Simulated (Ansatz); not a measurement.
# SnTe (Fm-3m) in Ansatz: single point with PBE0

Aim: the single point of SnTe with PBE0.

All numbers are computed with Ansatz 0.2.0; they aren't measurements. Logs are shortened: lines on timing, memory, paths and dates and some standing lists are left out, and cuts for length are marked.

## Step 1: Starting point

The structure is cubic, space group Fm-3m (No. 225). The conventional cell has a = 6.302 Å, b = 6.302 Å, c = 6.302 Å, α = 90.00°, β = 90.00°, γ = 90.00°. Te (site symmetry m-3m) is surrounded by 6 Sn at 3.15 Å. Around Sn (site symmetry m-3m) lie 6 Te at 3.15 Å.

## Step 2: Single point, PBE0, spin-orbit coupling, no magnetisation

The input, input.yaml:

```yaml
crystal:
  lattice:
    - [0.0, 3.15085, 3.15085]
    - [3.15085, 0.0, 3.15085]
    - [3.15085, 3.15085, 0.0]
  atoms:
    - { symbol: Te, position: [0.5, 0.5, 0.5] }
    - { symbol: Sn, position: [0.0, 0.0, 0.0] }
hamiltonian:
  xc: pbe0
  pseudopotentials: { kind: paw_fr }
magnetization:
  noncollinear: true
  spin_orbit: true
kpoints:
  mp_grid: { grid: [3, 3, 3] }
scf:
  occupations: { method: fermi_dirac, width: 0.05 }
output:
  forces: true
  stress: true
  eigenvalues: true
  write_density: true
  write_potential: true
  elf: true
  volumetric_format: npy
```

Potentials or basis: Ansatz PAW.

Started as:

```bash
> ansatz run input.yaml --threads 2 --pin off --max-ram 5632MiB --backend cpu --events-out ev --progress --plain --runs-dir out
```

Standard output:

```text
Warning: output.stress: scf.convergence.dr2_threshold = 1e-7 eV (the SCF's general default) is looser than the 2e-10 eV advised for a printed stress (1e-10 eV for each atom of the cell: 2). What an SCF threshold leaves in a stress goes as its square root, and in the free energy as the threshold itself, and one threshold admits the most on a small cell: of the crystals measured, under no hybrid functional and no lock of the moments, on runs that ended without the residual-converged pass, on stresses that held no estimate of that error, the worst erred by over 100 MPa in a component at 1e-7 eV an atom and by under 5 at 1e-10. Set scf.convergence.dr2_threshold to 2e-10 eV or tighter. The threshold is an SCF's pass mark: one that does not reach it within its budget of iterations ends unconverged, or closes short of it on a stop that the run arms, and scf.convergence.dr2_threshold's page says what that costs each kind of run
Warning: output.stress: scf.exx.energy_threshold = 1e-6 eV is looser than the 2e-8 eV advised for a stress under a hybrid functional (1e-8 eV for each atom of the cell: 2). Every SCF of the exchange loop can meet its threshold on dr2 while the loop round them stops early: no threshold on dr2 bounds what that leaves in the stress. Set scf.exx.energy_threshold to 2e-8 eV or tighter. The threshold is the loop's pass mark: a loop that does not reach it within its budget of cycles ends unconverged, and scf.exx.energy_threshold's page has the law
Warning: RAYON_NUM_THREADS=2 ignored (pool sized by the plan → 2); use --threads N
Engine: ansatz 0.2.0, aarch64-unknown-linux-gnu
Pseudopotentials: kind: paw_fr
Pseudopotential: Te, paw_fr, valence charge 16, recommended cutoff 420 eV (normal), Te.paw.azcp#standard-fr
Pseudopotential: Sn, paw_fr, valence charge 14, recommended cutoff 420 eV (normal), Sn.paw.azcp#standard-fr
Functional definition: PBE0
  parameter a = 0.25
  parameter kappa = 0.804
  parameter beta = 0.06672455060314922
  exchange = (1 - a)*pbe_x(kappa = kappa, mu = beta*pi^2/3) + a*exact_x
  correlation = pbe_c(beta = beta)
non-collinear run that drives no moment, with spin-orbit: no starting moment large enough to seed its density (crystal.atoms[].spin), no starting occupations that ask for one, no magnetisation constraint and no magnetic field, so the semilocal B_xc is pinned to zero
Crystal: 2 atoms, lattice volume = 62.562 Å³
Basis set: ecut = 420 eV, 1243 PW (Γ), exchange–correlation on 60×60×60 points (8 copies of the dense FFT grid, shifted against one another)
Bands: 38, of which v1, the nominal top of the filled ones, is band 30 counted from 1 (29 counted from 0)
Symmetry: 48 space group operations + 48 with time reversal
Magnetic group: BNS 225.117 (UNI 1619), of the structure as read, at distance tolerance 4.0e-5 Å
k-points: 4 of 27
Projection manifold: j_resolved (fully-relativistic pseudo-atomic orbitals)
Non-local potential: Te, projectors of the file, l = 0: 2, l = 1: 4, l = 2: 4, l = 3: 4
Non-local potential: Sn, projectors of the file, l = 0: 2, l = 1: 4, l = 2: 4, l = 3: 4
PAW form: soft (Blöchl's): semilocal exchange-correlation on the pseudo side does not see the compensation charge
PAW frozen core: Te, regenerated for the run's functional, and the local potential with it (the file was generated under x = pbe(κ = 0.804, μ = 0.2195149727645171), c = pbe(β = 0.06672455060314922))
PAW frozen core: Sn, regenerated for the run's functional, and the local potential with it (the file was generated under x = pbe(κ = 0.804, μ = 0.2195149727645171), c = pbe(β = 0.06672455060314922))
PAW one-centre angular grid: Te, 590 points (default); XC on 64 Gauss nodes
PAW one-centre angular grid: Sn, 590 points (default); XC on 64 Gauss nodes
Initial density: superposition of atomic densities (chi_scale 0.1, normalization cell, long waves kept (reshape's long-wave potential 0.00 eV rms))
Initial wavefunctions: pseudopotential atomic-orbital guess
Functional: x = pbe(κ = 0.804, μ = 0.2195149727645171), c = pbe(β = 0.06672455060314922), warm-up for x = 0.75 pbe(κ = 0.804, μ = 0.2195149727645171) + 0.25 exact, c = pbe(β = 0.06672455060314922)
iter 1 solved again at ethr=2.64e-4 eV; its pass at ethr=1.00e-1 eV (dr2=7.92e-2 eV) is discarded
SCF iter   1: F=—  HF=-13009.650863 eV  |F-HF|=—  |Δ(HF+E_count)|=         —  Δρ=1.12e-2  dr2=7.83e-2  dr2_m=0.00e0 (ungated)  ethr=2.64e-4  |M|=0.00e0 ∫|m|=0.00e0 μB  |m|>n=0.0e0 m-floor=0.0e0 τ_xc=0.0e0  β_m=0.30  ⟨swp⟩=8.5  Hψ=1030  notcnv=0
preconditioner: auto → none  [insulator: Δε(μ)=1.224 eV  Ē_g=8.753 eV  σ=0.050 eV  W_gap=1.00  n_scr=14 (ndim 8)  ℏωp=14.8 eV  f_vac=0.000  D(μ)=0.00/eV (n_scr^D=0)]
SCF iter   2: F=—  HF=-13009.645440 eV  |F-HF|=—  |Δ(HF+E_count)|=   5.42e-3  Δρ=7.44e-3  dr2=2.97e-2  dr2_m=0.00e0 (ungated)  ethr=2.61e-4  |M|=0.00e0 ∫|m|=0.00e0 μB  |m|>n=0.0e0 m-floor=0.0e0 τ_xc=0.0e0  β_m=0.52  ⟨swp⟩=2.0  Hψ=300  notcnv=0
iter 3 solved again at ethr=4.93e-6 eV; its pass at ethr=9.91e-5 eV (dr2=1.48e-3 eV) is discarded
SCF iter   3: F=—  HF=-13009.646958 eV  |F-HF|=—  |Δ(HF+E_count)|=   1.52e-3  Δρ=1.44e-3  dr2=1.34e-3  dr2_m=0.00e0 (ungated)  ethr=4.93e-6  |M|=0.00e0 ∫|m|=0.00e0 μB  |m|>n=0.0e0 m-floor=0.0e0 τ_xc=0.0e0  β_m=0.54  ⟨swp⟩=4.0  Hψ=690  notcnv=0
eigensolver tolerance schedule: the retry pair's looser diagonalisation over-reported the residual by 0.10 of it (diagonalisation noise at 0.11 of the residual, at the tolerance the schedule requests for it); recorded, not acted on — ethr = c·dr2/N_el stays at c = 1.0e-1
SCF iter   4: F=-13009.647186 eV  HF=-13009.647181 eV  |F-HF|=4.87e-6  |Δ(HF+E_count)|=   2.23e-4  Δρ=3.30e-4  dr2=5.56e-5  dr2_m=0.00e0 (ungated)  ethr=4.48e-6  |M|=0.00e0 ∫|m|=0.00e0 μB  |m|>n=0.0e0 m-floor=0.0e0 τ_xc=0.0e0  ⟨swp⟩=3.2  Hψ=306  notcnv=0
SCF 1 stopped early in 4 iterations: F = -13009.647186 eV  dr2 = 5.56e-5
[... 17 lines left out ...]
Projection manifold: j_resolved (fully-relativistic pseudo-atomic orbitals)
Frozen-core exchange: fock
SCF iter   1: F=—  HF=-13007.537057 eV  |F-HF|=—  |Δ(HF+E_count)|=         —  Δρ=6.47e-5  dr2=2.13e-6  dr2_m=0.00e0 (ungated)  ethr=1.69e-6  |M|=0.00e0 ∫|m|=0.00e0 μB  |m|>n=0.0e0 m-floor=0.0e0 τ_xc=0.0e0  β_m=0.30  ⟨swp⟩=3.5  Hψ=330  notcnv=0
preconditioner: auto → none  [insulator: Δε(μ)=2.053 eV  Ē_g=10.555 eV  σ=0.050 eV  W_gap=1.00  n_scr=14 (ndim 8)  ℏωp=14.8 eV  f_vac=0.004  D(μ)=0.00/eV (n_scr^D=0)]
SCF iter   2: F=—  HF=-13007.537059 eV  |F-HF|=—  |Δ(HF+E_count)|=   1.95e-6  Δρ=4.07e-5  dr2=9.86e-7  dr2_m=0.00e0 (ungated)  ethr=6.27e-9  |M|=0.00e0 ∫|m|=0.00e0 μB  |m|>n=0.0e0 m-floor=0.0e0 τ_xc=0.0e0  β_m=0.48  ⟨swp⟩=4.0  Hψ=482  notcnv=0
SCF iter   3: F=—  HF=-13007.537059 eV  |F-HF|=—  |Δ(HF+E_count)|=   8.90e-8  Δρ=1.39e-5  dr2=1.61e-7  dr2_m=0.00e0 (ungated)  ethr=3.21e-9  |M|=0.00e0 ∫|m|=0.00e0 μB  |m|>n=0.0e0 m-floor=0.0e0 τ_xc=0.0e0  β_m=0.51  ⟨swp⟩=4.0  Hψ=356  notcnv=0
SCF iter   4: F=—  HF=-13007.537059 eV  |F-HF|=—  |Δ(HF+E_count)|=   4.54e-8  Δρ=6.46e-6  dr2=1.39e-8  dr2_m=0.00e0 (ungated)  ethr=4.72e-10  |M|=0.00e0 ∫|m|=0.00e0 μB  |m|>n=0.0e0 m-floor=0.0e0 τ_xc=0.0e0  β_m=0.61  ⟨swp⟩=3.8  Hψ=332  notcnv=0
SCF iter   5: F=-13007.537059 eV  HF=-13007.537059 eV  |F-HF|=2.28e-9  |Δ(HF+E_count)|=   2.84e-9  Δρ=1.62e-6  dr2=3.25e-9  dr2_m=0.00e0 (ungated)  ethr=4.57e-11  |M|=0.00e0 ∫|m|=0.00e0 μB  |m|>n=0.0e0 m-floor=0.0e0 τ_xc=0.0e0  ⟨swp⟩=4.0  Hψ=376  notcnv=0
SCF 3 converged in 5 iterations: F = -13007.537059 eV  dr2 = 3.25e-9
  Residual-converged pass: ⟨swp⟩=2.5  Hψ=280  notcnv=0  max |occ|·‖R‖ = 2.3e-6 eV (tolerance 2.4e-6 eV)  dr2=3.34e-9  dr2_m=0.00e0 (ungated)  dr2_onsite=3.56e-10  max |Δocc| = 8.2e-18
hybrid outer 2: dexx = +1.575e-6 eV, tail = 2.07e-8 eV, Δε = 5.30e-3 eV (about 1.61e-4 eV left of the loop's levels)
hybrid SCF converged: 2 outer / 12 inner (+4 warm-up), last move |dexx| = 1.58e-6 eV, tail = 2.07e-8 eV
Magnetization: |M| = 0.0000 μB,  M = (+0.0000, +0.0000, +0.0000) μB
Absolute magnetization: 0.0000 μB (∫|m|)
  site 0: m = (+0.0000, +0.0000, +0.0000) μB, |m| = 0.0000 μB  (R = 1.30 Å)
  site 1: m = (+0.0000, +0.0000, +0.0000) μB, |m| = 0.0000 μB  (R = 1.30 Å)
Free energy (F): -13007.537059 eV
Frozen-core exchange: fock
Harris-Foulkes:  -13007.537059 eV  (|F-HF|=2.28e-9)
Internal energy: -13007.537059 eV  (E = F + TS)
E sigma→0 (E₀):  -13007.537059 eV
Fermi energy:    9.726926 eV
--- Per-component energies (eV) ---
  E_band       = -425.436011
  E_kinetic    = 365.399341
  E_local      = -2149.365864  (includes V_loc(G=0)·N_el)
  E_nonlocal   = -344.644436
  E_hartree    = 1353.883785
  E_xc         = -389.498903
  E_vxc        = -155.419474  (∫ρ·V_xc dr)
  E_exx        = -93.585922  (= α·E_x^exact, valence–valence)
  E_paw        = -8824.350357  (= ΣΔE_a)
  E_vpaw       = -662.000118  (= ΣTr[D̂ρ^β])
  E_aug_tail   = -0.000161  (compensation charges beyond the density's cutoff)
  E_ewald      = -2925.490525
  E_core_change = 0.115984  (= ΣΔE_core)
  E_smearing   = -0.000000  (= −TS)
  E_closure    = -0.000002  (closes the sum)
  Σ components = -13007.537059   (vs F -13007.537059, Δ=-1.82e-12)
--- Forces (eV/Å), atoms counted from 1 ---
  atom   1  Te    -0.00000000    -0.00000000    -0.00000000
  atom   2  Sn    -0.00000000     0.00000000     0.00000000
  max |Σ_I F_I| component: 4.08e-29 eV/Å
--- Stress (GPa, compression-positive) ---
        1.203070      -0.000000       0.000000
        0.000000       1.203070      -0.000000
        0.000000      -0.000000       1.203070
  P = ⅓ Tr σ = 1.2031 GPa (12.031 kbar)
--- Band table (eV) ---
  k-point 0: bands = ["-31.3902", "-31.3902", "-31.3902", "-31.3902", "-29.8985", "-29.8985", "-29.8985", "-29.8985", "-29.8934", "-29.8934", "-15.7586", "-15.7586", "-15.7586", "-15.7586", "-14.6986", "-14.6986", "-14.6986", "-14.6986", "-14.6899", "-14.6899", "-5.1225", "-5.1225", "4.1030", "4.1030", "6.0349", "6.0349", "6.9548", "6.9548", "6.9548", "6.9548", "13.3003", "13.3003", "14.1677", "14.1677", "14.1677", "14.1677", "15.0812", "15.0812"]
  k-point 1: bands = ["-31.3900", "-31.3900", "-31.3897", "-31.3897", "-29.8984", "-29.8984", "-29.8979", "-29.8979", "-29.8930", "-29.8930", "-15.7604", "-15.7604", "-15.7571", "-15.7571", "-14.7035", "-14.7035", "-14.6970", "-14.6970", "-14.6866", "-14.6866", "-4.1713", "-4.1713", "0.7883", "0.7883", "6.5540", "6.5540", "7.2014", "7.2014", "8.7006", "8.7006", "10.7533", "10.7533", "11.2830", "11.2830", "11.2859", "11.2859", "16.2955", "16.2955"]
  k-point 2: bands = ["-31.3899", "-31.3899", "-31.3896", "-31.3896", "-29.8981", "-29.8981", "-29.8981", "-29.8981", "-29.8928", "-29.8928", "-15.7600", "-15.7600", "-15.7570", "-15.7570", "-14.7051", "-14.7051", "-14.6972", "-14.6972", "-14.6841", "-14.6841", "-3.8903", "-3.8903", "1.7576", "1.7576", "4.8933", "4.8933", "5.2414", "5.2414", "5.4773", "5.4773", "12.6997", "12.6997", "14.2326", "14.2326", "14.5757", "14.5757", "15.2434", "15.2434"]
  k-point 3: bands = ["-31.3897", "-31.3897", "-31.3895", "-31.3895", "-29.8982", "-29.8982", "-29.8978", "-29.8978", "-29.8926", "-29.8926", "-15.7596", "-15.7596", "-15.7574", "-15.7574", "-14.7040", "-14.7040", "-14.6984", "-14.6984", "-14.6839", "-14.6839", "-3.3218", "-3.3218", "0.5522", "0.5522", "3.5550", "3.5550", "5.8504", "5.8504", "6.8787", "6.8787", "12.3069", "12.3069", "12.9145", "12.9145", "15.5142", "15.5142", "15.7149", "15.7149"]
```

It took 43 s on 2 threads of Arm Neoverse V1, shared host; peak memory 0.87 GiB.

Results:

```
Free energy : -13007.5371 eV
Pressure    : 1.2 GPa
```

Caveat: the k mesh is coarse (spacing up to 0.58 Å⁻¹), so the values aren't converged, least of all with exact exchange; this odd mesh misses L, where the gap lies, so gap, dielectric constants and Born charges aren't listed; the PAW data sets come from PBE, with cores solved anew for the run's functional, which leaves a small shift of forces and pressure; the thresholds are loose for stress.
